**Question**

I have band gaps of zinc-blende AlN for a series of cell volumes, with four rows still blank. The band gap hardly responds when the crystal is stretched, yet the least direct gap, the smallest one at a fixed wave vector, moves a great deal. Why do they behave so differently? And can I fill in the question marks by continuing each column?

Zinc-blende AlN at strained r2SCAN geometries, computed with Ansatz 0.2.0 using HSE06, PAW and plane waves (420 eV cutoff, 8×8×8 k mesh, fixed occupations), without spin polarisation or spin–orbit coupling. The cell at 10.461 Å³/atom is strained along one axis. Gaps are the smallest found over the mesh and additional k points.

| volume (Å³/atom) | shortest distance (Å) | band gap (eV) | least direct gap (eV) |
| --- | --- | --- | --- |
| 9.228 | 1.816 | ? | ? |
| 9.519 | 1.835 | 4.637 | 6.458 |
| 10.120 | 1.873 | ? | ? |
| 10.160 | 1.876 | ? | ? |
| 10.262 | 1.882 | 4.569 | 5.706 |
| 10.461 | 1.894 | 4.540 | 5.514 |
| 10.746 | 1.911 | 4.521 | 5.259 |
| 10.881 | 1.919 | 4.508 | 5.141 |
| 11.068 | 1.930 | 4.489 | 4.979 |
| 11.397 | 1.949 | 4.457 | 4.708 |
| 11.726 | 1.967 | 4.425 | 4.448 |
| 12.133 | 1.990 | ? | ? |

**Answer**

Follow the levels first, and only then the columns. In the known rows the highest filled level among the computed points lies at Γ, where the wave has the same phase in every cell. The lowest empty level lies at X, on the zone boundary. The band gap therefore joins Γ to X, while the least direct gap stays at Γ.

Both gaps start from the same filled level, so subtracting them removes it. What remains is the height of the empty Γ level above the empty X level. It shrinks from 1.82 eV at 9.519 Å³/atom to 0.02 eV at 11.726 Å³/atom. The contrast between your columns thus comes from the two empty levels, not from the valence top.

Bonding theory offers a reason why the Γ level is so mobile, though the fits below do not prove it. It is an antibonding combination of Al and N s orbitals, and at Γ the couplings of an atom to its four neighbours add up. Shorter bonds strengthen them and push the level up. At X the wave changes sign from one layer of like atoms to the next, so two of the four s–s couplings cancel the other two, and other orbital mixtures decide the energy. That alone does not make the X gap flat, because the s–p couplings add up at X and also strengthen as bonds shorten. The computed levels show what happens instead. Measured from the lowest valence level at Γ, between 10.746 and 11.397 Å³/atom the empty Γ level falls by 0.88 eV, the empty X level by 0.39 eV and the valence top by 0.33 eV. The X level does move, but nearly in step with the valence top, so the gap to X responds only about a tenth as much as the gap at Γ.

This suggests two limiting cases. In a compressed crystal the Γ level is far above X, and the band gap is the slowly changing distance from the valence top to X. In a stretched crystal the Γ level must eventually drop below X. The gap then becomes direct and takes over the steep slope.

For numbers, let $V$ be the volume per atom and $V_0$ its unstrained value, $9.519/0.97^3=10.43$ Å³, since that row is compressed by 3 % along each edge. Couplings between neighbours scale roughly as the inverse square of the bond length, hence as $V^{-2/3}$. For the X gap a first-order expansion in volume is enough:

$$E_\Gamma=-9.03+14.57\,(V_0/V)^{2/3},\qquad E_X=4.551-1.006\,(V/V_0-1)\quad\text{(eV)}.$$

The constants come from seven known rows, which the lines reproduce within 0.003 eV. The row at 10.461 Å³/atom was left out because its cell is strained along one axis, which splits levels that cubic symmetry keeps equal. The formula for Γ is a local one: at infinite volume it would give a negative gap.

Now take the largest volume, 12.133 Å³/atom, which was not in the fit. From 11.726 to 12.133 Å³/atom, $(V_0/V)^{2/3}$ falls from 0.9249 to 0.9041. The Γ gap drops by $14.57\times0.0208=0.303$ eV, from 4.448 to 4.145 eV; the fitted line itself gives 4.147 eV. The X line would still be at 4.39 eV, so Γ has become the lowest empty level.

The smallest volume holds a similar trap for the other column. As the Γ gap widens under compression, the direct gap at X may become the smaller one. At 11.397 Å³/atom the highest filled level at X, estimated from levels at points between Γ and X, lies about 1.8 eV below the valence top. If this depth also scales as $V^{-2/3}$, which is an assumption, both direct gaps come out at 6.78 eV at 9.228 Å³/atom. The Γ line limits the result from above, but X could pull it lower, so the range is lopsided.

The forecasts, with the band gap first and the least direct gap second, are:

- **9.228 Å³/atom:** indirect, 4.67 ± 0.01 eV; 6.78 eV, range 6.65 to 6.81 eV.
- **10.120 Å³/atom:** indirect, 4.58 ± 0.01 eV; 5.84 ± 0.02 eV.
- **10.160 Å³/atom:** indirect, 4.58 ± 0.01 eV; 5.80 ± 0.02 eV.
- **12.133 Å³/atom:** direct at Γ, both gaps 4.15 ± 0.03 eV.

The ranges are judgements, wider than the scatter of the fit because the curves may bend outside the known span. They hold for cubic cells; a cell strained along one axis could have lower gaps.

The withheld rows as computed:

| volume (Å³/atom) | shortest distance (Å) | band gap (eV) | least direct gap (eV) |
| --- | --- | --- | --- |
| 9.228 | 1.816 | 4.661 | 6.722 |
| 10.120 | 1.873 | 4.582 | 5.843 |
| 10.160 | 1.876 | 4.578 | 5.804 |
| 12.133 | 1.990 | 4.141 | 4.141 |

All eight values fall within their ranges. The two middle volumes were the easy part, since they lie between known rows. There the lines agree with the computed gaps to about 0.002 eV. All four withheld cells are cubic, as the forecasts assumed.

At 12.133 Å³/atom the two columns coincide at 4.141 eV, as they must when the gap is direct. Continuing the band-gap column would have missed by 0.25 eV. The model puts the crossing near 11.76 Å³/atom, a stretch of about 4 % along every edge. That position belongs to HSE06, which tends to underestimate wide gaps, and is less certain for a real crystal than the fit suggests. Between the last two known rows the Γ–X separation closes by about 0.7 eV per Å³, so an error of 0.1 eV in the computed separation would shift the crossing by about 0.14 Å³/atom.

The smallest volume shows where the model is weakest. The band gap is 0.006 eV below the X line. About half of this arises because the valence top was found slightly away from Γ, which narrows the gap; the rest reflects a curve that flattens slightly under compression. The least direct gap, 6.722 eV, is 0.06 eV below the forecast. That is also 0.06 eV below the Γ line, which holds within 0.01 eV at the other three forecast volumes. The computed levels show that the least direct gap has moved from Γ to X. The forecast allowed for this switch but placed the highest filled level at X too low: 2.11 eV below the one at Γ, where the calculation gives 2.06 eV. That depth grows more slowly under compression than the assumed $V^{-2/3}$: the same estimate gives 1.899 eV at 10.746 and 1.962 eV at 10.120 Å³/atom, where the scaling gives 1.907 and 1.985 eV.

For small strains near $V_0$, a 1 % increase in volume lowers the Γ gap by about 0.10 eV and the X gap by about 0.01 eV. The Γ figure is not constant across the known rows: the local slope weakens from 10.0 to 9.1 eV per unit of $\ln V$ as the crystal expands. The analysis output below lists both fits and each miss. For larger strains, extrapolate each level separately and take the smallest gap only at the end, because a smooth column can hide a change of level just beyond its last row.

The analysis program printed:

```
fit of least_direct_gap on 7 rows (cubic): constant -9.029 +/- 0.018, coefficient of invsq 14.57 +/- 0.019; rms 0.00177, worst 9.519 0.0025, leave-one-out rms 0.0037
  rows outside the fit (model, value, miss): 9.228 6.784, 6.722, 0.0624; 10.12 5.841, 5.843, -0.002; 10.16 5.802, 5.804, -0.00205; 10.461 5.516, 5.514, 0.00207; 12.133 4.147, 4.141, 0.00607
fit of band_gap on 7 rows (cubic): constant 4.551 +/- 0.00057, coefficient of relvol -1.006 +/- 0.0077; rms 0.00111, worst 10.262 -0.00197, leave-one-out rms 0.00221
  rows outside the fit (model, value, miss): 9.228 4.667, 4.661, 0.00577; 10.12 4.581, 4.582, -0.00127; 10.16 4.577, 4.578, -0.00113; 10.461 4.548, 4.54, 0.00783; 12.133 4.387, 4.141, 0.246
Fall of least direct gap from 9.519 to 11.726 A^3/atom (eV): 2.01
Fall of band gap over the same span (eV): 0.212
Conduction level at Gamma above X at 9.519 (eV): 1.821
Conduction level at Gamma above X at 11.726 (eV): 0.023
Gamma gap change per unit ln V at unstrained volume (eV): -9.716
X gap change per unit ln V at unstrained volume (eV): -1.006
Local Gamma slope per ln V from 9.519 to 10.262 (eV): -10.01
Local Gamma slope per ln V from 11.397 to 11.726 (eV): -9.136
Model volume where Gamma and X conduction levels cross (A^3/atom): 11.76
Estimated direct gap at X at 9.228 (eV): 6.778
Forecast least direct gap at 9.228 as lower of Gamma and X (eV): 6.778
Its miss as forecast less computed (eV): 0.05577
Forecast band gap at 12.133 as lower branch (eV): 4.147
Its miss as forecast less computed at 12.133 (eV): 0.006068
Continued X line above Gamma line at 12.133 (eV): 0.2395
Equivalent linear strain at 10.120 (percent): -1
Equivalent linear strain at 10.160 (percent): -0.8698
```
